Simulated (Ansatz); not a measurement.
Molecular dynamics on a 2×2×2 supercell (16 atoms) of LiBr (Fm-3m), relaxed with r2SCAN. Forces come from r2SCAN in Ansatz: a Nosé-Hoover thermostat at fixed volume, 1000 K, steps of 1 fs. Classical nuclei, no spin polarisation; a few dozen steps show the first response, not equilibrium.

```yaml
crystal:
  lattice:
    - [0.0, 5.4790971664, 5.4790971664]
    - [5.4790971664, 0.0, 5.4790971664]
    - [5.4790971664, 5.4790971664, 0.0]
  atoms:
    - { symbol: Li, position: [0.0, 0.0, 0.0] }
    - { symbol: Br, position: [0.25, 0.25, 0.25] }
    - { symbol: Li, position: [0.0, 0.0, 0.5] }
    - { symbol: Br, position: [0.25, 0.25, 0.75] }
    - { symbol: Li, position: [0.0, 0.5, 0.0] }
    - { symbol: Br, position: [0.25, 0.75, 0.25] }
    - { symbol: Li, position: [0.0, 0.5, 0.5] }
    - { symbol: Br, position: [0.25, 0.75, 0.75] }
    - { symbol: Li, position: [0.5, 0.0, 0.0] }
    - { symbol: Br, position: [0.75, 0.25, 0.25] }
    - { symbol: Li, position: [0.5, 0.0, 0.5] }
    - { symbol: Br, position: [0.75, 0.25, 0.75] }
    - { symbol: Li, position: [0.5, 0.5, 0.0] }
    - { symbol: Br, position: [0.75, 0.75, 0.25] }
    - { symbol: Li, position: [0.5, 0.5, 0.5] }
    - { symbol: Br, position: [0.75, 0.75, 0.75] }
kpoints:
  mp_grid: { grid: [2, 2, 2] }
hamiltonian:
  xc: r2scan
scf:
  occupations: { method: fermi_dirac, width: 0.086 }
md:
  ensemble: nvt_nose_hoover
  temperature: 1000
  timestep: 1.0
  n_steps: 30
  initial_velocities: maxwell_boltzmann
  seed: 1058
```

Run as `ansatz run input.yaml --threads 4 --pin off --max-ram 3686MiB --backend cpu --events-out ev --progress --plain --runs-dir out`. Wall time 2.4 min on 4 threads of Arm Neoverse V2 (shared host); peak host memory 1.7 GiB.

| step | t (fs) | T (K) | free energy F from step 0 (meV/atom) | kinetic energy (meV/atom) | largest force (eV/Å) |
| --- | --- | --- | --- | --- | --- |
| 0 | 0 | 1000 | 0.0 | 121.2 | 0.00 |
| 1 | 1 | 999 | 0.2 | 121.0 | 0.05 |
| 2 | 2 | 995 | 0.6 | 120.6 | 0.10 |
| 3 | 3 | 989 | 1.4 | 119.8 | 0.15 |
| 4 | 4 | 980 | 2.4 | 118.7 | 0.20 |
| 5 | 5 | 969 | 3.8 | 117.4 | 0.25 |
| 6 | 6 | 956 | 5.4 | 115.8 | 0.30 |
| 7 | 7 | 941 | 7.2 | 114.0 | 0.34 |
| 8 | 8 | 924 | 9.3 | 111.9 | 0.39 |
| 9 | 9 | 905 | 11.5 | 109.7 | 0.44 |
| 10 | 10 | 885 | 14.0 | 107.2 | 0.49 |
| 11 | 11 | 864 | 16.6 | 104.7 | 0.54 |
| 12 | 12 | 842 | 19.3 | 102.0 | 0.58 |
| 13 | 13 | 819 | 22.0 | 99.2 | 0.63 |
| 14 | 14 | 796 | 24.9 | 96.4 | 0.67 |
| 15 | 15 | 772 | 27.7 | 93.6 | 0.71 |
| 16 | 16 | 749 | 30.6 | 90.8 | 0.75 |
| 17 | 17 | 726 | 33.4 | 88.0 | 0.79 |
| 18 | 18 | 704 | 36.1 | 85.3 | 0.82 |
| 19 | 19 | 683 | 38.7 | 82.7 | 0.86 |
| 20 | 20 | 663 | 41.2 | 80.3 | 0.88 |
| 21 | 21 | 644 | 43.5 | 78.0 | 0.90 |
| 22 | 22 | 626 | 45.7 | 75.9 | 0.92 |
| 23 | 23 | 610 | 47.7 | 74.0 | 0.93 |
| 24 | 24 | 596 | 49.4 | 72.2 | 0.94 |
| 25 | 25 | 584 | 51.0 | 70.7 | 0.94 |
| 26 | 26 | 573 | 52.4 | 69.4 | 0.94 |
| 27 | 27 | 564 | 53.6 | 68.3 | 0.93 |
| 28 | 28 | 556 | 54.6 | 67.4 | 0.98 |
| 29 | 29 | 550 | 55.4 | 66.6 | 1.03 |
| 30 | 30 | 545 | 56.1 | 66.1 | 1.09 |

The temperature goes from 1000 K to 545 K in 30 fs. The thermostat hasn't had time to restore it. The atoms start on their lattice sites with kinetic energy alone, so much of it first passes into potential energy. By the last step the atoms have moved 0.26 Å in the root mean square, the drift of the whole cell taken out, 0.52 Å at most.

Positions (Å) and forces (eV/Å) at step 30:
```
Li   0.266   0.005   0.146    -0.331   0.119   0.043
Br   2.869   2.710   2.767    -0.220   0.039   0.064
Li   2.747   2.772   0.130    -0.282  -0.354  -0.119
Br   5.491   5.648   2.686    -0.084  -0.464   0.208
Li   3.134  -0.029   3.103    -0.262  -0.032  -0.831
Br   5.530   2.592   5.544    -0.172   0.492  -0.187
Li   5.469   2.585   2.740     0.093   0.261   0.248
Br   8.075   5.481   5.387     0.068  -0.137   0.382
Li  -0.030   2.745   2.838     0.060  -0.050  -0.235
Br   2.568   5.473   5.326     1.045  -0.239   0.195
Li   2.588   5.465   2.324     0.384   0.006   0.772
Br   5.337   8.195   5.558     0.346   0.144  -0.032
Li   2.455   2.466   5.494     0.319   0.632   0.023
Br   5.594   5.509   8.224    -0.213  -0.222  -0.183
Li   5.450   5.615   5.280    -0.348  -0.306  -0.007
Br   8.354   8.250   8.328    -0.402   0.111  -0.340
```
